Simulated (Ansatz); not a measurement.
A run of Ansatz 0.2.0 is set up as follows.

The input input.yaml:

```yaml
crystal:
  lattice:
    - [2.904158, 0.0, 0.0]
    - [0.0, 3.84481, 0.0]
    - [0.0, 0.0, 6.164264]
  atoms:
    - { symbol: Mn, position: [0.5, 0.5, 0.3433015], spin: 4.0 }
    - { symbol: Mn, position: [0.0, 0.0, 0.6566985], spin: 4.0 }
    - { symbol: O, position: [0.5, 0.0, 0.8375675] }
    - { symbol: O, position: [0.0, 0.5, 0.1624325] }
    - { symbol: O, position: [0.5, 0.0, 0.4217995] }
    - { symbol: O, position: [0.0, 0.5, 0.5782005] }
hamiltonian:
  xc: pbesol
  pseudopotentials: { kind: paw }
magnetization:
  spin_polarized: true
kpoints:
  mp_grid: { grid: [9, 7, 5] }
  band_path:
    path:
      - [[0.0, 0.0, 0.0], [0.5, 0.0, 0.0], [0.5, 0.5, 0.0], [0.0, 0.5, 0.0], [0.0, 0.0, 0.0], [0.0, 0.0, 0.5], [0.5, 0.0, 0.5], [0.5, 0.5, 0.5], [0.0, 0.5, 0.5], [0.0, 0.0, 0.5]]
      - [[0.0, 0.5, 0.0], [0.0, 0.5, 0.5]]
      - [[0.5, 0.0, 0.5], [0.5, 0.0, 0.0]]
      - [[0.5, 0.5, 0.0], [0.5, 0.5, 0.5]]
    npoints: 14
scf:
  occupations: { method: fermi_dirac, width: 0.05 }
  n_extra_bands: 15
output:
  forces: true
  stress: true
  eigenvalues: true
  fatbands: true
  write_density: true
  write_potential: true
  elf: true
  volumetric_format: npy
```

Potentials or basis: Ansatz PAW.

Command:

```console
$ ansatz run input.yaml --threads 2 --pin off --max-ram 5632MiB --backend cpu --events-out ev --progress --plain --runs-dir out
```

(1) What does it give for the net moment?

(2) What does it give for the band gap on the k mesh?

(3) Predict the largest force.

Answers

(1) 6.00 μB per cell.

(2) none (metal or under the smearing width).

(3) 1.179 eV/Å.

Caveat: semilocal functionals often make such compounds metallic where correlation or magnetic order opens a gap, which also shifts bond lengths; only a ferromagnetic start was run, and an antiferromagnetic order may lie lower in energy; the PAW data sets come from PBE, with cores solved anew for the run's functional, which leaves a small shift of forces and pressure; forces of over 1 eV/Å show positions far from the minimum, so gaps and moduli don't describe the material at rest.
